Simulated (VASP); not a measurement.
# CdSe (F-43m) in VASP: relaxation of cell and atoms with PBEsol

Aim: the relaxation of cell and atoms of CdSe with PBEsol.

Everything below comes from runs of VASP 6.6.1. Logs are shortened: lines on timing, memory, paths and dates and some standing lists are left out, and cuts for length are marked.

## Step 1: The structure

Symmetry: F-43m, No. 216, cubic system. Conventional cell: a = 6.092 Å, b = 6.092 Å, c = 6.092 Å, α = 90.00°, β = 90.00°, γ = 90.00°. Around Cd (site symmetry -43m) lie 4 Se at 2.64 Å. Se (site symmetry -43m) has 4 Cd at 2.64 Å as nearest neighbours.

Measurements of this composition are mostly on another form, of space group No. 186.

## Step 2: Relaxation of cell and atoms, PBEsol

INCAR

```
SYSTEM = CdSe
ALGO = Normal
EDIFF = 1E-7
EDIFFG = -0.005
ENCUT = 600
GGA = PS
IBRION = 2
ISIF = 3
ISMEAR = 0
KPAR = 8
LASPH = .TRUE.
LCHARG = .FALSE.
LREAL = .FALSE.
LWAVE = .FALSE.
NELM = 80
NSW = 90
PREC = Accurate
SIGMA = 0.03
```

KPOINTS

```
k-points
0
G
  8 8 8
  0 0 0
```

POSCAR

```
CdSe                                    
1.0
   -0.0000000000      3.0462087300      3.0462087300
    3.0462087300      0.0000000000      3.0462087300
    3.0462087300      3.0462087300     -0.0000000000
  Cd              Se            
     1     1
Direct
     0.0000000000000000    0.0000000000000000    0.0000000000000000
     0.7500000000000000    0.7500000000000000    0.7500000000000000
```

Potentials or basis: VASP PAW PBE potentials, release 64 (Cd, Se).

Started as:

```
$ cat potpaw_PBE.64/Cd/POTCAR potpaw_PBE.64/Se/POTCAR > POTCAR
$ mpirun -np 8 vasp_std > vasp.out
```

OUTCAR:

```text
SYSTEM = CdSe
   EDIFF = 1E-7
   EDIFFG = -0.005
   ENCUT = 600
   GGA = PS
   IBRION = 2
   ISIF = 3
   ISMEAR = 0
   LASPH = .TRUE.
   LREAL = .FALSE.
   NELM = 80
   NSW = 90
   PREC = Accurate

 ion  position               nearest neighbor table
   1  0.000  0.000  0.000-   2 2.64   2 2.64   2 2.64   2 2.64
   2  0.750  0.750  0.750-   1 2.64   1 2.64   1 2.64   1 2.64

  LATTYP: Found a face centered cubic cell.
 ALAT       =     6.0924174600

  Lattice vectors:

 A1 = (   0.0000000000,   3.0462087300,   3.0462087300)
 A2 = (   3.0462087300,   0.0000000000,   3.0462087300)
 A3 = (   3.0462087300,   3.0462087300,   0.0000000000)

Analysis of symmetry for initial positions (statically):
=====================================================================
 Subroutine PRICEL returns:
 Original cell was already a primitive cell.

 Routine SETGRP: Setting up the symmetry group for a
 face centered cubic supercell.

 Subroutine GETGRP returns: Found 24 space group operations
 (whereof 24 operations were pure point group operations)
 out of a pool of 48 trial point group operations.

The static configuration has the point symmetry T_d .

Analysis of symmetry for dynamics (positions and initial velocities):
=====================================================================
 Subroutine PRICEL returns:
 Original cell was already a primitive cell.

 Routine SETGRP: Setting up the symmetry group for a
 face centered cubic supercell.

 Subroutine GETGRP returns: Found 24 space group operations
 (whereof 24 operations were pure point group operations)
 out of a pool of 48 trial point group operations.

The dynamic configuration has the point symmetry T_d .

 Subroutine INISYM returns: Found 24 space group operations
 (whereof 24 operations are pure point group operations),
 and found     1 'primitive' translations

----------------------------------------------------------------------------------------

                                     Primitive cell

  volume of cell :      56.5339

  direct lattice vectors                    reciprocal lattice vectors
     0.000000000  3.046208730  3.046208730    -0.164138457  0.164138457  0.164138457
     3.046208730  0.000000000  3.046208730     0.164138457 -0.164138457  0.164138457
     3.046208730  3.046208730  0.000000000     0.164138457  0.164138457 -0.164138457

  length of vectors
     4.307989700  4.307989700  4.307989700     0.284296147  0.284296147  0.284296147

  position of ions in fractional coordinates (direct lattice)
     0.000000000  0.000000000  0.000000000
     0.750000000  0.750000000  0.750000000

  ion indices of the primitive-cell ions
   primitive index   ion index
                 1           1
                 2           2

----------------------------------------------------------------------------------------

 KPOINTS: k-points

Automatic generation of k-mesh.
 Grid dimensions read from file:
 generate k-points for:    8    8    8

 Generating k-lattice:

  Cartesian coordinates                     Fractional coordinates (reciprocal lattice)
    -0.020517307  0.020517307  0.020517307     0.125000000  0.000000000  0.000000000
     0.020517307 -0.020517307  0.020517307     0.000000000  0.125000000  0.000000000
     0.020517307  0.020517307 -0.020517307     0.000000000  0.000000000  0.125000000

  Length of vectors
     0.035537018  0.035537018  0.035537018

  Shift w.r.t. Gamma in fractional coordinates (k-lattice)
     0.000000000  0.000000000  0.000000000

 Subroutine IBZKPT returns following result:
 ===========================================

 Found     29 irreducible k-points:

 Following reciprocal coordinates:
            Coordinates               Weight
  0.000000  0.000000  0.000000      1.000000
  0.125000  0.000000  0.000000      8.000000
  0.250000  0.000000  0.000000      8.000000
  0.375000  0.000000  0.000000      8.000000
  0.500000  0.000000  0.000000      4.000000
  0.125000  0.125000  0.000000      6.000000
[... 16 lines left out ...]
  0.500000  0.250000  0.125000     48.000000
 -0.375000  0.250000  0.125000     24.000000
 [... further k-points ...]
   k-points           NKPTS =     29   k-points in BZ     NKDIM =     29   number of bands    NBANDS=     13
   number of dos      NEDOS =    301   number of ions     NIONS =      2
   total plane-waves  NPLWV =  46656
   dimension x,y,z NGX =    36 NGY =   36 NGZ =   36
   dimension x,y,z NGXF=    72 NGYF=   72 NGZF=   72
   ions per type =               1   1
   NGX,Y,Z   is equivalent  to a cutoff of  13.89, 13.89, 13.89 a.u.
   NGXF,Y,Z  is equivalent  to a cutoff of  27.78, 27.78, 27.78 a.u.
 SYSTEM =  CdSe
   PREC   = accura    normal or accurate (medium, high low for compatibility)
   ISTART =      0    job   : 0-new  1-cont  2-samecut
   ICHARG =      2    charge: 1-file 2-atom 10-const
   ISPIN  =      1    spin polarized calculation?
   LNONCOLLINEAR =      F non collinear calculations
   LSORBIT =      F    spin-orbit coupling
   LASPH  =      T    aspherical Exc in radial PAW
   ENCUT  =  600.0 eV  44.10 Ry    6.64 a.u.   8.60  8.60  8.60*2*pi/ulx,y,z
   NELM   =     80;   NELMIN=  2; NELMDL= -5     # of ELM steps
   EDIFF  = 0.1E-06   stopping-criterion for ELM
   LREAL  =      F    real-space projection
   EDIFFG = -.5E-02   stopping-criterion for IOM
   NSW    =     90    number of steps for IOM
   IBRION =      2    ionic relax: 0-MD 1-quasi-New 2-CG
   NFREE  =      1    steps in history (QN), initial steepest desc. (CG)
   ISIF   =      3    stress and relaxation
   ISYM   =      2    0-nonsym 1-usesym 2-fastsym
   POTIM  = 0.5000    time-step for ionic-motion
   TEBEG  =    0.0;   TEEND  =   0.0 temperature during run
   PSTRESS=    0.0 pullay stress
   NELECT =      18.0000    total number of electrons
   NUPDOWN=      -1.0000    fix difference up-down
   EMIN   =  10.00;   EMAX   =-10.00  energy-range for DOS
   EFERMI =   0.00;   METHOD = LEGACY
   ISMEAR =     0;   SIGMA  =   0.03  broadening in eV -4-tet -1-fermi 0-gaus
   EFERMI_NEDOS =   21; number of points for ismear=-14 and -15
   IALGO  =     38    algorithm
   IMIX   =      4    mixing-type and parameters
     AMIX     =   0.40;   BMIX     =  1.00
     AMIX_MAG =   1.60;   BMIX_MAG =  1.00
  volume/ion in A,a.u.               =      28.27       190.75
  Fermi-wavevector in a.u.,A,eV,Ry     =   1.117882  2.112491 17.002662  1.249660
  Thomas-Fermi vector in A             =   2.254509
   LORBIT       =      0    0 simple, 1 ext, 2 COOP (PROOUT), +10 PAW based schemes
   GGA     = PS    functional components
   LHFCALC =     F    Hartree Fock is set to
   AEXX    =    0.0000 exact exchange contribution
   IVDW    =     0    specifies the selected vdW correction
   LEPSILON=     F    determine dielectric tensor
   LRPA    =     F    only Hartree local field effects (RPA)
 conjugate gradient relaxation of ions
 non-spin polarized calculation
 Gauss-broadening in eV      SIGMA  =   0.03
  energy-cutoff  :      600.00
  volume of cell :       56.53
 maximum number of plane-waves:      1917
 NGX is ok and might be reduce to    36
   NGX = 17   NGY = 17   NGZ = 17

 number of electron      17.9999998 magnetization

 Free energy of the ion-electron system (eV)
  ---------------------------------------------------
  ext. energy  EPLUGINS =         0.00000000
  ---------------------------------------------------
  free energy    TOTEN  =        -6.17735950 eV

  energy without entropy =       -6.17735950  energy(sigma->0) =       -6.17735950

 E-fermi :   0.9440     XC(G=0):  -9.0765

 val. band max:        0.7730132025   @ k =   0.0000   0.0000   0.0000
 cond. band min:       1.2458712964   @ k =   0.0000   0.0000   0.0000
 fundamental gap:      0.4728580939
 Fermi energy:         0.9439675695

 k-point     1 :       0.0000    0.0000    0.0000
  band No.  band energies     occupation
      1     -11.8230      2.00000
      2      -7.1239      2.00000
      3      -7.1239      2.00000
      4      -7.1239      2.00000
      5      -6.7480      2.00000
      6      -6.7480      2.00000
      7       0.7730      2.00000
      8       0.7730      2.00000
      9       0.7730      2.00000
     10       1.2459      0.00000
     11       6.6274      0.00000
     12       6.6274      0.00000
     13       6.6274      0.00000

 k-point     2 :       0.1250    0.0000    0.0000
  band No.  band energies     occupation
      1     -11.7690      2.00000
      2      -7.1067      2.00000
      3      -7.1067      2.00000
      4      -7.0771      2.00000
      5      -6.7489      2.00000
      6      -6.7489      2.00000
      7      -0.4754      2.00000
      8       0.6467      2.00000
      9       0.6467      2.00000
     10       2.2812      0.00000
     11       6.4037      0.00000
     12       6.8312      0.00000
     13       6.8312      0.00000

 k-point     3 :       0.2500    0.0000    0.0000
  band No.  band energies     occupation
      1     -11.6369      2.00000
      2      -7.0691      2.00000
      3      -7.0691      2.00000
      4      -6.9164      2.00000
      5      -6.7460      2.00000
      6      -6.7460      2.00000
      7      -1.9279      2.00000
      8       0.3684      2.00000
      9       0.3684      2.00000
     10       2.9664      0.00000
     11       6.6257      0.00000
     12       7.1471      0.00000
     13       7.1471      0.00000

 k-point     4 :       0.3750    0.0000    0.0000
  band No.  band energies     occupation
      1     -11.5029      2.00000
      2      -7.0393      2.00000
      3      -7.0393      2.00000
      4      -6.7333      2.00000
      5      -6.7333      2.00000
      6      -6.6408      2.00000
      7      -3.1291      2.00000
      8       0.1181      2.00000
      9       0.1181      2.00000
     10       3.0756      0.00000
     11       7.1818      0.00000
     12       7.1818      0.00000
     13       7.5433      0.00000

 k-point     5 :       0.5000    0.0000    0.0000
  band No.  band energies     occupation
      1     -11.4471      2.00000
      2      -7.0298      2.00000
      3      -7.0298      2.00000
      4      -6.7245      2.00000
      5      -6.7245      2.00000
      6      -6.4586      2.00000
      7      -3.6478      2.00000
      8       0.0206      2.00000
      9       0.0206      2.00000
     10       3.0548      0.00000
     11       7.1341      0.00000
     12       7.1341      0.00000
     13       8.0405      0.00000
[... 257 lines left out ...]
 k-point    22 :       0.3750    0.2500    0.1250
  band No.  band energies     occupation
      1     -11.5390      2.00000
      2      -7.0279      2.00000
      3      -7.0083      2.00000
      4      -6.8631      2.00000
      5      -6.7407      2.00000
      6      -6.7034      2.00000
      7      -2.2523      2.00000
      8      -0.6473      2.00000
      9      -0.0043      2.00000
     10       4.1464      0.00000
     11       5.5539      0.00000
     12       7.1994      0.00000
     13       8.1395      0.00000

 k-point    23 :       0.5000    0.2500    0.1250
  band No.  band energies     occupation
      1     -11.4327      2.00000
      2      -6.9993      2.00000
      3      -6.9814      2.00000
      4      -6.7952      2.00000
      5      -6.7262      2.00000
      6      -6.5165      2.00000
      7      -3.0213      2.00000
      8      -1.1083      2.00000
      9      -0.3053      2.00000
     10       4.5146      0.00000
     11       6.0486      0.00000
     12       7.0136      0.00000
     13       8.4905      0.00000

 k-point    24 :      -0.3750    0.2500    0.1250
  band No.  band energies     occupation
      1     -11.3887      2.00000
      2      -6.9943      2.00000
      3      -6.9690      2.00000
      4      -6.7685      2.00000
      5      -6.7319      2.00000
      6      -6.3719      2.00000
      7      -3.3964      2.00000
      8      -1.2296      2.00000
      9      -0.4582      2.00000
     10       4.5511      0.00000
     11       6.1176      0.00000
     12       7.5143      0.00000
     13       8.6709      0.00000

 [... further k-points ...]
[... 5 lines left out ...]
  --------------------------------------------------------------------------------------
  -------------------------------------------------------------------------------------
  Total        0.0034191      0.0034191      0.0034191      0.0000000      0.0000000     -0.0000000
  in kB        0.0968977      0.0968977      0.0968977      0.0000000      0.0000000     -0.0000000
  external PRESSURE =       0.0968977 kB  Pullay stress =       0.0000000 kB

 VOLUME and BASIS-vectors are now :
 -----------------------------------------------------------------------------
  energy-cutoff  :      600.00
  volume of cell :       56.53
      direct lattice vectors                 reciprocal lattice vectors
     0.000000000  3.046208730  3.046208730    -0.164138457  0.164138457  0.164138457
     3.046208730  0.000000000  3.046208730     0.164138457 -0.164138457  0.164138457
     3.046208730  3.046208730  0.000000000     0.164138457  0.164138457 -0.164138457

 POSITION                                       TOTAL-FORCE (eV/Angst)
 -----------------------------------------------------------------------------------
      0.00000      0.00000      0.00000        -0.000000     -0.000000     -0.000000
      4.56931      4.56931      4.56931         0.000000      0.000000      0.000000
 -----------------------------------------------------------------------------------
    total drift:                                0.000000      0.000000      0.000000

  FREE ENERGIE OF THE ION-ELECTRON SYSTEM (eV)
  ---------------------------------------------------
  free  energy   TOTEN  =        -6.1773595023 eV

  energy  without entropy=       -6.1773595023  energy(sigma->0) =       -6.17735950

 reached required accuracy - stopping structural energy minimisation
```

Wall time 9.4 s (8 MPI ranks of Intel Xeon Platinum 8259CL at 2.50GHz (Skylake/Cascade Lake), shared host); peak memory 0.23 GiB.

Results:

```
Free energy             : -6.1774 eV
Pressure after relaxing : 0.0 GPa
Band gap on the k mesh  : 0.47 eV, direct
```

Final structure:
```yaml
crystal:
  lattice:
    - [0.00000, 3.04621, 3.04621]
    - [3.04621, 0.00000, 3.04621]
    - [3.04621, 3.04621, 0.00000]
  atoms:
    - { symbol: Cd, position: [0.00000, 0.00000, 0.00000] }
    - { symbol: Se, position: [0.75000, 0.75000, 0.75000] }
```

Caveat: the relaxation stopped at its first step, so nothing moved; the PAW data sets were made with another functional, which shifts forces and pressure a little.
